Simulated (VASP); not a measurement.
Here is a VASP 6.6.1 calculation.

Contents of POSCAR:

```
Te2Mo
1.0
    3.5602328140      0.0000000000      0.0000000000
   -1.7801164070      3.0832520603      0.0000000000
    0.0000000000      0.0000000000     17.5240578200
Te Mo
2 1
Direct
    0.3333333333      0.6666666667      0.1021445500
    0.3333333333      0.6666666667      0.8978554500
    0.0000000000      0.0000000000      0.0000000000
```

Contents of INCAR.step1:

```
ALGO = Normal ; EDIFF = 1E-5
ENCUT = 520 ; GGA = PE
ISIF = 2 ; ISMEAR = 0
KPAR = 4 ; LASPH = True
LCHARG = False ; LMAXMIX = 4
LREAL = False ; LWAVE = True
NELM = 60 ; PREC = Accurate
SIGMA = 0.02
```

File INCAR.step2:

```
ALGO = Normal ; EDIFF = 1E-6
ENCUT = 520 ; GGA = PE
HFSCREEN = 0.3 ; ISIF = 2
ISMEAR = 0 ; ISTART = 1
KPAR = 4 ; LASPH = True
LCHARG = False ; LHFCALC = True
LMAXMIX = 4 ; LREAL = False
LWAVE = False ; NELM = 60
PREC = Accurate ; PRECFOCK = Fast
SIGMA = 0.02
```

Contents of KPOINTS:

```
k-points
0
Gamma
  6 6 1
```

The input KPOINTS_OPT:

```
path GMKGALHA,LM,KH
12
line-mode
reciprocal
 0.0000000000  0.0000000000  0.0000000000  G
 0.5000000000  0.0000000000  0.0000000000  M

 0.5000000000  0.0000000000  0.0000000000  M
 0.3333333333  0.3333333333  0.0000000000  K

 0.3333333333  0.3333333333  0.0000000000  K
 0.0000000000  0.0000000000  0.0000000000  G

 0.0000000000  0.0000000000  0.0000000000  G
 0.0000000000  0.0000000000  0.5000000000  A

 0.0000000000  0.0000000000  0.5000000000  A
 0.5000000000  0.0000000000  0.5000000000  L

 0.5000000000  0.0000000000  0.5000000000  L
 0.3333333333  0.3333333333  0.5000000000  H

 0.3333333333  0.3333333333  0.5000000000  H
 0.0000000000  0.0000000000  0.5000000000  A

 0.5000000000  0.0000000000  0.5000000000  L
 0.5000000000  0.0000000000  0.0000000000  M

 0.3333333333  0.3333333333  0.0000000000  K
 0.3333333333  0.3333333333  0.5000000000  H
```

Potentials or basis: VASP PAW PBE potentials, release 64 (Te, Mo_sv).

Run with:

```console
$ cat potpaw_PBE.64/Te/POTCAR potpaw_PBE.64/Mo_sv/POTCAR > POTCAR
$ cp INCAR.step1 INCAR
$ mpirun -np 4 vasp_std > vasp.out
$ cp INCAR.step2 INCAR
$ mpirun -np 4 vasp_std > vasp.out
```

(1) What does it give for the band gap along the path?

(2) Predict the largest force.

(3) Estimate the band gap on the k mesh.

Answers

(1) 1.32 eV, direct.

(2) 0.263 eV/Å.

(3) 1.32 eV, direct.

Caveat: the PAW data sets were made with another functional, which shifts forces and pressure a little; spin-orbit coupling is left out, which moves the levels of the heavy elements.
